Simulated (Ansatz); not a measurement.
# AlN (4H polytype) (P6_3mc): the dielectric response by several routes

Aim: the electronic dielectric constant of AlN (4H polytype) (P6_3mc) by perturbation theory, a sum over states and the RPA step of G0W0.

Main program and level: Ansatz 0.2.0; linear response on PBE, plane waves, PAW.

### 1. Set-up

It takes space group P6_3mc (No. 186, hexagonal). The conventional cell has a = 3.120 Å, b = 3.120 Å, c = 10.110 Å, α = 90.00°, β = 90.00°, γ = 120.00°. Nearest to Al lie 4 N at 1.90 to 1.92 Å. Nearest to Al lie 4 N at 1.90 to 1.91 Å. Nearest to N lie 4 Al at 1.91 to 1.92 Å. Nearest to N lie 4 Al at 1.90 Å. Farther neighbours and most contacts between anions are not listed.

As a file:

```
Al N
1.0
     3.12023    0.00000    0.00000
    -1.56011    2.70220    0.00000
     0.00000    0.00000   10.11022
Al N
4 4
Direct
  0.00000 0.00000 0.99875
  0.33333 0.66667 0.24983
  0.00000 0.00000 0.49875
  0.66667 0.33333 0.74983
  0.00000 0.00000 0.18822
  0.33333 0.66667 0.43821
  0.00000 0.00000 0.68822
  0.66667 0.33333 0.93821
```

The structure was relaxed with PBE. The runs that relaxed it are not among those shown.

### 2. Response to a homogeneous field

ε∞ sets how strongly the crystal screens. Perturbation theory gives it with local fields and without a sum over empty bands.

This step: dielectric response by perturbation theory, PBE, plane waves, PAW; PAW set soft_1.

input.yaml reads:

```yaml
crystal:
  lattice:
    - [3.1202290047, 0.0, 0.0]
    - [-1.5601145023, 2.7021975837, 0.0]
    - [0.0, 0.0, 10.1102215084]
  atoms:
    - { symbol: Al, position: [0.0, 0.0, -0.0012500118] }
    - { symbol: Al, position: [0.3333333333, 0.6666666667, 0.2498254965] }
    - { symbol: Al, position: [0.0, 0.0, 0.4987499882] }
    - { symbol: Al, position: [0.6666666667, 0.3333333333, 0.7498254965] }
    - { symbol: "N", position: [0.0, 0.0, 0.1882176634] }
    - { symbol: "N", position: [0.3333333333, 0.6666666667, 0.4382068519] }
    - { symbol: "N", position: [0.0, 0.0, 0.6882176634] }
    - { symbol: "N", position: [0.6666666667, 0.3333333333, 0.9382068519] }
kpoints:
  mp_grid: { grid: [9, 9, 2] }
hamiltonian:
  xc: pbe
  pseudopotentials: { kind: paw, azcp: { folder: soft_1 } }
scf:
  occupations: { method: fixed }
dielectric: {}
```

Launch:

```console
$ ansatz run input.yaml --threads 4 --pin off --max-ram 17510MiB --backend cpu --events-out ev --progress --plain --runs-dir out
```

Numbers of over 12 decimals in the logs are rounded to 6 here.

Log:

```text
Engine: ansatz 0.2.0, aarch64-unknown-linux-gnu
Pseudopotentials: kind: paw
Pseudopotential: Al, paw, valence charge 3, recommended cutoff 420 eV (normal), soft_1/Al.paw.azcp
Pseudopotential: N, paw, valence charge 5, recommended cutoff 420 eV (normal), soft_1/N.paw.azcp
Functional definition: PBE
  parameter kappa = 0.804
  parameter beta = 0.066725
  exchange = pbe_x(kappa = kappa, mu = beta*pi^2/3)
  correlation = pbe_c(beta = beta)
Crystal: 8 atoms, lattice volume = 85.244 Å³
Basis set: ecut = 420 eV, 1653 PW (Γ), exchange–correlation on 48×48×144 points (8 copies of the dense FFT grid, shifted against one another)
Bands: 24, of which v1, the nominal top of the filled ones, is band 16 counted from 1 (15 counted from 0)
Symmetry: 12 space group operations
k-points: 50 of 162 (irreducible under 2 space group operations, time reversal used)
Non-local potential: Al, projectors of the file, l = 0: 2, l = 1: 2, l = 2: 1
Non-local potential: N, projectors of the file, l = 0: 2, l = 1: 2, l = 2: 1
PAW form: soft (Blöchl's): semilocal exchange-correlation on the pseudo side does not see the compensation charge
PAW one-centre angular grid: Al, 110 points (default); XC on 64 Gauss nodes
PAW one-centre angular grid: N, 110 points (default); XC on 64 Gauss nodes
Initial density: superposition of atomic densities (chi_scale 0.1, normalization cell, long waves kept (reshape's long-wave potential 0.00 eV rms))
Initial wavefunctions: pseudopotential atomic-orbital guess
Functional: x = pbe(κ = 0.804, μ = 0.219515), c = pbe(β = 0.066725)
SCF iter   1: F=—  HF=-3702.561552 eV  |F-HF|=—  |Δ(HF+E_count)|=         —  Δρ=1.35e-1  dr2=1.93e1  ethr=3.10e-3  ⟨swp⟩=4.5  Hψ=5015  notcnv=0  defer=293
preconditioner: auto → none  [insulator: Δε(μ)=5.254 eV  Ē_g=14.144 eV  n_scr=6 (ndim 8)  ℏωp=22.8 eV  f_vac=0.000  ε∞_Penn≈3.6]
SCF iter   2: F=—  HF=-3697.838735 eV  |F-HF|=—  |Δ(HF+E_count)|=    4.72e0  Δρ=7.73e-2  dr2=3.10e0  ethr=3.10e-3  ⟨swp⟩=3.1  Hψ=3078  notcnv=0  defer=289
SCF iter   3: F=—  HF=-3696.973875 eV  |F-HF|=—  |Δ(HF+E_count)|=   8.65e-1  Δρ=2.31e-2  dr2=2.33e-1  ethr=3.10e-3  ⟨swp⟩=2.0  Hψ=2494  notcnv=0  defer=270
SCF iter   4: F=—  HF=-3696.949139 eV  |F-HF|=—  |Δ(HF+E_count)|=   2.47e-2  Δρ=1.59e-3  dr2=1.44e-3  ethr=7.27e-4  ⟨swp⟩=2.0  Hψ=1134  notcnv=0  defer=300
SCF iter   5: F=—  HF=-3696.948762 eV  |F-HF|=—  |Δ(HF+E_count)|=   3.77e-4  Δρ=8.17e-4  dr2=2.94e-4  ethr=4.50e-6  ⟨swp⟩=2.0  Hψ=1790  notcnv=0  defer=300
SCF iter   6: F=—  HF=-3696.948691 eV  |F-HF|=—  |Δ(HF+E_count)|=   7.10e-5  Δρ=3.08e-4  dr2=3.00e-5  ethr=9.17e-7  ⟨swp⟩=2.1  Hψ=1597  notcnv=0  defer=284
SCF iter   7: F=—  HF=-3696.948701 eV  |F-HF|=—  |Δ(HF+E_count)|=   1.06e-5  Δρ=6.61e-5  dr2=5.60e-6  ethr=9.38e-8  ⟨swp⟩=2.0  Hψ=1658  notcnv=0  defer=170
SCF iter   8: F=—  HF=-3696.948700 eV  |F-HF|=—  |Δ(HF+E_count)|=   1.52e-6  Δρ=1.66e-5  dr2=1.04e-7  ethr=1.75e-8  ⟨swp⟩=2.0  Hψ=1616  notcnv=0  defer=170
SCF iter   9: F=—  HF=-3696.948701 eV  |F-HF|=—  |Δ(HF+E_count)|=   1.68e-6  Δρ=2.37e-6  dr2=3.52e-9  ethr=3.25e-10  ⟨swp⟩=2.1  Hψ=1858  notcnv=0  defer=170
SCF iter  10: F=-3696.948701 eV  HF=-3696.948701 eV  |F-HF|=5.00e-12  |Δ(HF+E_count)|=   1.54e-9  Δρ=3.52e-7  dr2=7.03e-11  ethr=1.00e-12  ⟨swp⟩=9.6  Hψ=6228  notcnv=0
SCF 1 converged in 10 iterations: F = -3696.948701 eV  dr2 = 7.03e-11
  greatest PAW one-centre occupation: 0.788 electrons in one spin orbital (limit 2), on the N atom at site 7 (counted from 0), in its partial waves of l = 0
NSCF: frozen V_eff on 4 k-points
DFPT response loops at Γ: preconditioner auto → Resta (q_TF=auto, 2.317 Å⁻¹)  ε∞=3.9 (no band partly filled); β = 1.00, the filter's whole step (`scf.mixing.beta` (0.50) is not read by the response loops at its default; to damp them type it under 1.00, their step now; it binds the ground state too); Broyden in place of MSR1
── the response to a field inside a basis, on 10×10×2 k-points: an SCF that follows is theirs, and a resumed run solves both again ──
Bands: 17, of which v1, the nominal top of the filled ones, is band 16 counted from 1 (15 counted from 0)
k-points: 30 of 200 (irreducible under 4 space group operations, time reversal used)
Initial density: handed on by an earlier stage of this run
Initial wavefunctions: pseudopotential atomic-orbital guess (no wavefunctions were taken with the density)
Eigensolver: Dense (30 Hₖ)
SCF iter   1: F=—  HF=-3696.935439 eV  |F-HF|=—  |Δ(HF+E_count)|=         —  Δρ=1.67e-4  dr2=4.77e-6  ethr=1.00e-1
preconditioner: auto → none  [insulator: Δε(μ)=4.411 eV  Ē_g=10.411 eV  n_scr=6 (ndim 8)  ℏωp=22.8 eV  f_vac=0.000  ε∞_Penn≈5.8]
SCF iter   2: F=—  HF=-3696.935442 eV  |F-HF|=—  |Δ(HF+E_count)|=   3.48e-6  Δρ=7.53e-5  dr2=1.16e-6  ethr=1.49e-8
SCF iter   3: F=—  HF=-3696.935444 eV  |F-HF|=—  |Δ(HF+E_count)|=   1.44e-6  Δρ=3.12e-5  dr2=4.82e-7  ethr=3.64e-9
SCF iter   4: F=-3696.935444 eV  HF=-3696.935444 eV  |F-HF|=9.32e-11  |Δ(HF+E_count)|=   4.92e-8  Δρ=3.11e-6  dr2=5.53e-9  ethr=1.51e-9
SCF 1 converged in 4 iterations: F = -3696.935444 eV  dr2 = 5.53e-9
DFPT response loops at Γ: preconditioner auto → Resta (q_TF=auto, 2.317 Å⁻¹)  ε∞=3.7 (no band partly filled); β = 1.00, the filter's whole step (`scf.mixing.beta` (0.50) is not read by the response loops at its default; to damp them type it under 1.00, their step now; it binds the ground state too); Broyden in place of MSR1
SCF converged after 10 iterations
Free energy (F): -3696.948701 eV
Harris-Foulkes:  -3696.948701 eV  (|F-HF|=5.00e-12)
Internal energy: -3696.948701 eV  (E = F + TS)
E sigma→0 (E₀):  -3696.948701 eV
Fermi energy:    6.815845 eV
--- Per-component energies (eV) ---
  E_band       = 55.184731
  E_kinetic    = 623.226033
  E_local      = -846.910370  (includes V_loc(G=0)·N_el)
  E_nonlocal   = 177.782053
  E_hartree    = 311.808667
  E_xc         = -395.197379
  E_vxc        = -426.639938  (∫ρ·V_xc dr)
  E_paw        = -2390.997920  (= ΣΔE_a)
  E_vpaw       = -95.893820  (= ΣTr[D̂ρ^β])
  E_aug_tail   = 0.003493  (compensation charges beyond the density's cutoff)
  E_ewald      = -1176.663278
  E_smearing   = -0.000000  (= −TS)
  E_closure    = -0.000000  (closes the sum)
  Σ components = -3696.948701   (vs F -3696.948701, Δ=0.00e0)
--- Band table (eV; the first three rows and the last of 50) ---
  k-point 0: bands = [... 12 lower, 6.4730, 6.7273, 6.7273, 6.8158, 10.8226, 12.9694, 13.2499, 13.6771, ... 4 higher]
  k-point 1: bands = [... 12 lower, 6.6420, 6.6420, 6.6420, 6.6420, 11.7808, 11.7808, 13.6571, 13.6571, ... 4 higher]
  k-point 2: bands = [... 12 lower, 6.2959, 6.3427, 6.7031, 6.7555, 11.5336, 13.2892, 13.5787, 14.2753, ... 4 higher]
  k-point 49: bands = [... 12 lower, 5.0230, 5.0230, 6.1695, 6.1695, 12.8086, 12.8086, 13.8506, 13.8506, ... 4 higher]
--- Dielectric response (ions clamped): 3 representative field directions + reference, inside a basis on a mesh of 200 k-points (Σ response iterations 15) ---
  ε∞ (high-frequency dielectric tensor):
        4.559434    -0.000000     0.000000
       -0.000000     4.559434    -0.000000
        0.000000    -0.000000     4.680414
  Born effective charges Z* (e; rows j = field, columns β = displacement):
    site 0:
         2.52472   -0.00000    0.00000
        -0.00000    2.52472   -0.00000
         0.00000   -0.00000    2.71843
    site 1:
         2.55171   -0.00000    0.00000
        -0.00000    2.55171   -0.00000
         0.00000   -0.00000    2.50377
    site 2:
         2.52472   -0.00000    0.00000
        -0.00000    2.52472   -0.00000
         0.00000   -0.00000    2.71843
    site 3:
         2.55171   -0.00000    0.00000
        -0.00000    2.55171   -0.00000
         0.00000   -0.00000    2.50377
    site 4:
        -2.52741    0.00000   -0.00000
         0.00000   -2.52741    0.00000
        -0.00000    0.00000   -2.63290
    site 5:
        -2.54902    0.00000   -0.00000
         0.00000   -2.54902   -0.00000
        -0.00000    0.00000   -2.58930
    site 6:
        -2.52741    0.00000   -0.00000
         0.00000   -2.52741   -0.00000
        -0.00000   -0.00000   -2.63290
    site 7:
        -2.54902    0.00000   -0.00000
         0.00000   -2.54902    0.00000
        -0.00000    0.00000   -2.58930
  Z* charge neutrality: 1.399e-2 e pre-enforcement
  solved inside a basis spanned on kpoints, on 10×10×2 k-points, its susceptibility summed on 14×14×4: ε∞ is read to err by 1.9e-2, Z* by 2.3e-2 e (field_mesh: kpoints solves on kpoints); Z* is corrected for what the basis lacks
```

Wall time 31 s (4 threads of Arm Neoverse V1, shared host); peak memory 0.68 GiB; 2 min of CPU time.

Numbers from this step:

```
stated error of ε∞ : 0.019
```

One over ε∞ averages 0.22, near the quarter of exact exchange in PBE0.

High-frequency dielectric tensor:

```
4.56 0.00 0.00
0.00 4.56 0.00
0.00 0.00 4.68
```

Born effective charge (e), principal values of the symmetric part by kind of site:

| atom | atoms with these values | low | middle | high | mean |
| --- | --- | --- | --- | --- | --- |
| Al1 | 2 | 2.52 | 2.52 | 2.72 | 2.59 |
| Al2 | 2 | 2.50 | 2.55 | 2.55 | 2.54 |
| N5 | 2 | -2.63 | -2.53 | -2.53 | -2.56 |
| N6 | 2 | -2.59 | -2.55 | -2.55 | -2.56 |

In full for Al2:

```
2.55 0.00 0.00
0.00 2.55 0.00
0.00 0.00 2.50
```

### 3. Independent-particle spectrum

The independent-particle spectrum shows where the oscillator strength lies, before excitons and local fields.

This step: independent-particle optics on PBE, plane waves, PAW; PAW set soft_1.

Edit input.yaml of step 2 so:

```diff
@@ -15,3 +15,3 @@
 kpoints:
-  mp_grid: { grid: [9, 9, 2] }
+  mp_grid: { grid: [12, 12, 2] }
 hamiltonian:
@@ -21,2 +21,4 @@
   occupations: { method: fixed }
-dielectric: {}
+  n_extra_bands: 58
+output:
+  optics: { e_range: [0, 25], de: 0.1, sigma: 0.2 }
```

Log:

```text
[...]
Crystal: 8 atoms, lattice volume = 85.244 Å³
Basis set: ecut = 420 eV, 1653 PW (Γ)
Bands: 74, of which v1, the nominal top of the filled ones, is band 16 counted from 1 (15 counted from 0)
[... 1 set-up line as in the run before ...]
[...]
k-points: 38 of 288
[...]
SCF iter   1: F=—  HF=-3702.561169 eV  |F-HF|=—  |Δ(HF+E_count)|=         —  Δρ=1.35e-1  dr2=1.93e1  ethr=3.10e-3  ⟨swp⟩=4.6  Hψ=10207  notcnv=0  defer=2069
[...]
SCF iter  11: F=-3696.948872 eV  HF=-3696.948872 eV  |F-HF|=0.00e0  |Δ(HF+E_count)|=  2.23e-11  Δρ=5.55e-8  dr2=1.12e-12  ethr=1.00e-12  ⟨swp⟩=10.9  Hψ=20200  notcnv=0
SCF 1 converged in 11 iterations: F = -3696.948872 eV  dr2 = 1.12e-12
[...]
Optics k sum: 0 of 38 k-points
Optics k sum: 2 of 38 k-points
[...]
Optics k sum: 38 of 38 k-points
SCF converged after 11 iterations
Free energy (F): -3696.948872 eV
[...]
Internal energy: -3696.948872 eV  (E = F + TS)
E sigma→0 (E₀):  -3696.948872 eV
Fermi energy:    6.815721 eV
[...]
--- Band table (eV; the first three rows and the last of 38) ---
  k-point 0: bands = [... 12 lower, 6.4729, 6.7273, 6.7273, 6.8157, 10.8226, 12.9693, 13.2499, 13.6770, ... 54 higher]
  k-point 1: bands = [... 12 lower, 6.6420, 6.6420, 6.6420, 6.6420, 11.7808, 11.7808, 13.6570, 13.6570, ... 54 higher]
  k-point 2: bands = [... 12 lower, 6.3466, 6.3970, 6.7170, 6.7822, 11.2582, 13.1836, 13.4647, 14.0380, ... 54 higher]
  k-point 37: bands = [... 12 lower, 5.4153, 5.4153, 5.5596, 5.5596, 12.4152, 12.4152, 14.3736, 14.3736, ... 54 higher]
```

Elapsed: 51 s, on 4 threads; peak memory 0.98 GiB; 3.4 min of CPU time.

This step gave:

- ε∞ without local fields (xx, yy, zz): 4.706, 4.706, 4.820
- electrons in the f-sum (xx, yy, zz): 25.77, 25.77, 25.71
- bands in the explicit sum (the static value is completed to all bands): 74

The sum gives ε∞ = 4.71 and 4.82 without local fields.

The ε₂ has structure finer than the step of the table below, so its rows give means over 1 eV, whole bins alone (the curve runs from 0 to 25 eV). Peaks (eV: height): xx=yy 7.5: 8.74, 9.6: 5.82, 11.9: 6.22; zz 6.7: 6.98, 9.5: 8.74, 11.8: 7.43.

Independent particles, no local fields, Gaussian width 0.2 eV. ε₂ against photon energy; means over each step:

| photon energy (eV) | xx=yy | zz |
| --- | --- | --- |
| 3 | 0 | 0 |
| 4 | 0.205 | 0.266 |
| 5 | 1.24 | 1.61 |
| 6 | 3.82 | 5.41 |
| 7 | 7.44 | 6.69 |
| 8 | 6.78 | 5.84 |
| 9 | 4.41 | 5.35 |
| 10 | 5.38 | 5.29 |
| 11 | 5.07 | 4.44 |
| 12 | 5.72 | 6.20 |
| 13 | 4.61 | 4.06 |
| 14 | 2.43 | 2.67 |
| 15 | 1.75 | 1.66 |
| 16 | 1.14 | 1.14 |
| 17 | 0.743 | 0.677 |
| 18 | 0.481 | 0.486 |
| 19 | 0.379 | 0.427 |
| 20 | 0.336 | 0.375 |
| 21 | 0.296 | 0.308 |
| 22 | 0.261 | 0.269 |
| 23 | 0.211 | 0.237 |
| 24 | 0.256 | 0.265 |

Independent particles, no local fields, Gaussian width 0.2 eV. Table of loss function by photon energy; read off at these points:

| photon energy (eV) | xx=yy | zz |
| --- | --- | --- |
| 3.50 | 0 | 0 |
| 4.00 | 0.00201 | 0.00377 |
| 4.50 | 0.0147 | 0.0147 |
| 5.00 | 0.0194 | 0.0175 |
| 5.50 | 0.0321 | 0.0392 |
| 6.00 | 0.0425 | 0.0623 |
| 6.50 | 0.0588 | 0.0790 |
| 7.00 | 0.0804 | 0.105 |
| 7.50 | 0.0975 | 0.120 |
| 8.00 | 0.143 | 0.142 |
| 8.50 | 0.191 | 0.192 |
| 9.00 | 0.191 | 0.134 |
| 9.50 | 0.143 | 0.107 |
| 10.00 | 0.180 | 0.209 |
| 10.50 | 0.173 | 0.265 |
| 11.00 | 0.188 | 0.191 |
| 11.50 | 0.198 | 0.155 |
| 12.00 | 0.164 | 0.147 |
| 12.50 | 0.172 | 0.176 |
| 13.00 | 0.166 | 0.186 |
| 13.50 | 0.191 | 0.230 |
| 14.00 | 0.229 | 0.233 |
| 14.50 | 0.294 | 0.258 |
| 15.00 | 0.266 | 0.288 |
| 15.50 | 0.334 | 0.338 |
| 16.00 | 0.373 | 0.367 |
| 16.50 | 0.405 | 0.407 |
| 17.00 | 0.477 | 0.443 |
| 17.50 | 0.559 | 0.631 |
| 18.00 | 0.759 | 0.912 |
| 18.50 | 1.04 | 1.17 |
| 19.00 | 1.45 | 1.53 |
| 19.50 | 2.02 | 1.93 |
| 20.00 | 2.55 | 2.32 |
| 20.50 | 3.04 | 2.71 |
| 21.00 | 3.40 | 3.34 |
| 21.20 | 3.43 | 3.47 |
| 21.50 | 3.37 | 3.46 |
| 22.00 | 3.10 | 2.94 |
| 22.50 | 2.61 | 2.57 |
| 23.00 | 1.99 | 2.13 |
| 23.50 | 1.25 | 1.51 |
| 24.00 | 1.03 | 1.23 |
| 24.50 | 1.07 | 1.19 |
| 25.00 | 1.17 | 1.35 |

Independent particles, no local fields, Gaussian width 0.2 eV. Table of ε₁ by photon energy:

| photon energy (eV) | xx=yy | zz |
| --- | --- | --- |
| 0 | 4.68 | 4.79 |
| 1 | 4.74 | 4.86 |
| 2 | 4.93 | 5.06 |
| 3 | 5.31 | 5.50 |
| 4 | 6.29 | 6.64 |
| 5 | 7.36 | 8.14 |
| 6 | 8.51 | 7.58 |
| 7 | 6.15 | 4.31 |
| 8 | 1.35 | 1.94 |
| 9 | 2.40 | 3.59 |
| 10 | 1.50 | -0.874 |
| 11 | 0.534 | 1.90 |
| 12 | -0.171 | -1.31 |
| 13 | -2.50 | -2.27 |
| 14 | -2.18 | -2.09 |
| 15 | -1.88 | -1.73 |
| 16 | -1.32 | -1.33 |
| 17 | -1.00 | -1.02 |
| 18 | -0.633 | -0.545 |
| 19 | -0.344 | -0.312 |
| 20 | -0.141 | -0.152 |
| 21 | 0.00718 | -0.0202 |
| 22 | 0.123 | 0.140 |
| 23 | 0.247 | 0.234 |
| 24 | 0.429 | 0.383 |
| 25 | 0.421 | 0.367 |

### 4. RPA screening from the G0W0 run

G0W0 replaces the xc potential by the self-energy, built once from these orbitals. Only a window of levels is corrected, while the sums run over the empty bands that the input names. This step takes PAW set soft_1 files.

This step: G0W0 on PBE, plane waves, PAW; PAW set soft_1.

Edit input.yaml of step 3 so:

```diff
@@ -15,3 +15,3 @@
 kpoints:
-  mp_grid: { grid: [12, 12, 2] }
+  mp_grid: { grid: [6, 6, 2] }
 hamiltonian:
@@ -21,4 +21,7 @@
   occupations: { method: fixed }
-  n_extra_bands: 58
-output:
-  optics: { e_range: [0, 25], de: 0.1, sigma: 0.2 }
+gw:
+  n_empty_bands: 254
+  ecut_chi: 120.0
+  qp_bands: [v2, c2]
+  qp_kpoints: band_edges
+  screening: { model: contour_deformation }
```

Log:

```text
[...]
Crystal: 8 atoms, lattice volume = 85.244 Å³
Basis set: ecut = 420 eV, 1653 PW (Γ)
Bands: 24, of which v1, the nominal top of the filled ones, is band 16 counted from 1 (15 counted from 0)
[... 1 set-up line as in the run before ...]
[...]
k-points: 14 of 72
[...]
1    18     11.7815   -10.2032    -3.8799   -14.9244  0.8079    12.6280    12.6227  root
[...]
12    15      5.3508   -20.7830     3.4309   -16.3686  0.7739     4.3558     4.3672  root
    12    16      6.0732   -21.5876     3.3521   -17.3619  0.7757     5.1915     5.1997  root
    12    17     12.6575    -6.2573    -4.2074   -11.0925  0.8157    13.2887    13.2853  root
    12    18     12.6575    -6.2573    -4.2074   -11.0925  0.8157    13.2887    13.2853  root
[key lines of the parts left out:]
SCF converged after 9 iterations
Free energy (F): -3696.945617 eV
Fermi energy:    6.816689 eV
```

The job ended after 86 s (4 threads; peak memory 1.2 GiB; 5.6 min of CPU time).

Numbers from this step:

| Item | Value |
| --- | --- |
| bands summed | 270 |
| RPA ε∞ on this mesh (eigenvalues) | 4.347, 4.347, 4.421 |
| plane waves in the screening matrix | 265 |
| G0W0 gap on the mesh | 5.296 eV |
| k of the valence top | 0, 0, 0 |
| k of the conduction bottom | 0, -0.5, 0 |
| starting gap on the mesh | 4.007 eV |
| least direct G0W0 gap on the computed points | 5.560 eV |

The gap on the mesh goes from 4.01 eV to 5.30 eV, a correction of +1.29 eV. Between the two edge states, bare exchange in place of the xc potential would open the gap by 8.37 eV, and correlation takes back 7.09 eV.

Mean over the mesh in bins of 0.25 1/Å. Static inverse dielectric function, diagonal against length of q+G:

| length of q+G (Å⁻¹) | static inverse dielectric function, diagonal |
| --- | --- |
| 0.31 | 0.248 |
| 0.48 | 0.273 |
| 0.76 | 0.324 |
| 1.01 | 0.378 |
| 1.23 | 0.431 |
| 1.49 | 0.488 |
| 1.76 | 0.550 |
| 2.01 | 0.606 |
| 2.25 | 0.657 |
| 2.51 | 0.706 |
| 2.77 | 0.752 |
| 3.01 | 0.787 |
| 3.24 | 0.815 |
| 3.50 | 0.841 |
| 3.75 | 0.865 |
| 4.00 | 0.885 |
| 4.25 | 0.903 |
| 4.50 | 0.920 |
| 4.76 | 0.935 |
| 5.01 | 0.948 |
| 5.25 | 0.958 |
| 5.49 | 0.967 |

### 5. The values together

Times are wall times on 4 threads of Arm Neoverse V1, shared host, good to a factor of about two.

| method | mesh | ε∞, low | middle | high | mean | time |
| --- | --- | --- | --- | --- | --- | --- |
| perturbation theory (local fields and xc kernel) | 9×9×2 (response on 200 points) | 4.56 | 4.56 | 4.68 | 4.60 | 31 s |
| sum over states (no local fields) | 12×12×2 | 4.71 | 4.71 | 4.82 | 4.74 | 51 s |
| RPA with local fields, on the GW mesh | 6×6×2 | 4.35 | 4.35 | 4.42 | 4.37 | 86 s |

### 6. Results

```
perturbation theory (local fields and xc kernel) : 4.56, 4.56, 4.68
sum over states (no local fields)                : 4.71, 4.71, 4.82
RPA with local fields, on the GW mesh            : 4.35, 4.35, 4.42
```

**Reading.** Mean Born effective charge: Al1 2.59, Al2 2.54, N5 -2.56, N6 -2.56 e. Distinct peaks of the ε₂ (xx=yy) stand at 7.5, 9.6 and 11.9 eV; the one at 7.5 eV is strongest. The loss function (xx=yy) has its highest peak at 21.2 eV. The sum without local fields gives 4.74 in the mean against 4.60 by perturbation theory; local fields lower ε∞ and the xc kernel gives part of it back, though the sum also carries the error of its own mesh. The RPA values on the 6×6×2 mesh average 0.95 times those of perturbation theory (means 4.37 and 4.60). Without the xc kernel RPA should lie a little lower, as the mean does. PBE usually puts the gap too low, which tends to raise ε∞. Ions are clamped, so the lattice part of the static constant is not in these numbers.

[Paths, hosts, dates, memory and timing lines, banners, echoed tables and standing remarks are left out of the program output.]

[Logs are printed without paths, hosts, clocks, repeated set-up lines and the standing remarks that a program may print on its own settings, such as how far it seeks lower states.]

[Runs of the session that timed out or met a known fault of the program may be left out.]

[Cells called generated may have been cut or substituted from an entry of the Crystallography Open Database or the Materials Project.]

[Hosts, paths, dates, database ids (printed as entryN), source tags and the programs' standing remarks are cut or masked in the printed files.]
